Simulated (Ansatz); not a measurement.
Gas-phase electronic energies from Ansatz, PBE0-D4/def2-TZVP geometries. CCSD(T)/CBS adds triple-zeta CCSD(T) − MP2 to the extrapolated MP2 energy (def2 sets, frozen cores). This one scheme is used for every species. DFT in def2-TZVPP. Elements past krypton have def2 core potentials. For Te outer-core shells are correlated without core-valence functions, which leaves a few kJ/mol of doubt a bond. One conformer a species, not always the lowest.

`C[Te]C(F)(F)F` + `[AlH2][SiH3]` → `C[Te][AlH][SiH3]` + trifluoromethane  (formal exchange of groups at a Te–C bond)

CCSD(T)/CBS gives -1.94 eV.

(1) Another level gave -1.85 eV. Which?
A. PBE0-D4/def2-TZVPP
B. HF/def2-TZVPP
C. ωB97X-V/def2-TZVPP
D. PBE/def2-TZVPP

Largest T1 diagnostic among the species: 0.012.

## Answers

(1) D. PBE -1.85, PBE0-D4 -1.97, ωB97X-V -1.81, HF/def2-TZVPP -2.05 eV.

From PBE to PBE0 (25 % exact exchange), in def2-TZVPP and without D4, ΔE moves by −0.11 eV.

CCSD(T)/CBS has its own doubt, a few kJ/mol and more with outer-core shells, so smaller differences from it don't rank the levels.
